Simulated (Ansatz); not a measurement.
Comparing deformations in Pt

These are results of DFT PBE, scalar-relativistic, plane waves, PAW (Ansatz 0.2.0), not measurements. The runs took a 420 eV cutoff, a Γ-centred 26×26×26 mesh and Gaussian smearing (0.15 eV). Spin–orbit coupling is left out, which can shift energies with elements as heavy as these. No spin polarisation. Energies are free energies at this smearing, counted from the undisturbed cell; pressure is positive in compression.

Reference structure (relaxed at this level; with this scan's settings it stands at 0.1 GPa):

```yaml
crystal:
  lattice:
    - [0.00000, 1.98506, 1.98506]
    - [1.98506, 0.00000, 1.98506]
    - [1.98506, 1.98506, 0.00000]
  atoms:
    - { symbol: Pt, position: [0.00000, 0.00000, 0.00000] }
```

The cell is strained by ε times a Voigt pattern (xx, yy, zz, yz, xz, xy; engineering shear) with fractional coordinates fixed. τ = (1/V0) dE/dε comes from the stress tensor. Of each scan, only the three points used here are listed.

| pattern | ε | τ (GPa) |
| --- | --- | --- |
| (1, 0, 0, 0, 0, 0) | -0.0100 | -3.26 |
| (1, 0, 0, 0, 0, 0) | 0.0000 | -0.08 |
| (1, 0, 0, 0, 0, 0) | 0.0050 | 1.43 |
| (1, 1, 0, 0, 0, 0) | -0.0250 | -30.44 |
| (1, 1, 0, 0, 0, 0) | 0.0000 | -0.16 |
| (1, 1, 0, 0, 0, 0) | 0.0250 | 22.75 |
| (0, 0, 1, 0, 0, 0) | -0.0250 | -8.40 |
| (0, 0, 1, 0, 0, 0) | 0.0000 | -0.08 |
| (0, 0, 1, 0, 0, 0) | 0.0250 | 7.03 |

Task: Which constants do the scans give, and which deformation costs least for the same size of strain tensor?

Result: The slope dτ/dε at zero (parabola through three points) is pᵀCp: (1, 0, 0, 0, 0, 0) gives C11 = 308 GPa; (1, 1, 0, 0, 0, 0) gives 2(C11 + C12) = 1064 GPa; (0, 0, 1, 0, 0, 0) gives C11 = 308 GPa. The size of the strain tensor, ε:ε, is ε² times 1.0, 2.0, 1.0. Per unit of it the stiffnesses are 308, 532, 308 GPa, so (1, 0, 0, 0, 0, 0) is the softest of these, level with (0, 0, 1, 0, 0, 0) (alike by symmetry): at ε:ε = (1 %)² the quadratic term costs 1.50 meV/atom against 2.60 for the stiffest.

Task: What else follows for this cubic crystal?

Result: From the unrounded slopes C11 = 308.5 and C12 = 223.4 GPa, so B = (C11 + 2 C12)/3 = 252 GPa and the Poisson ratio for a pull along a cube edge is C12/(C11 + C12) = 0.42.

In a metal these slopes depend on the k mesh and the smearing.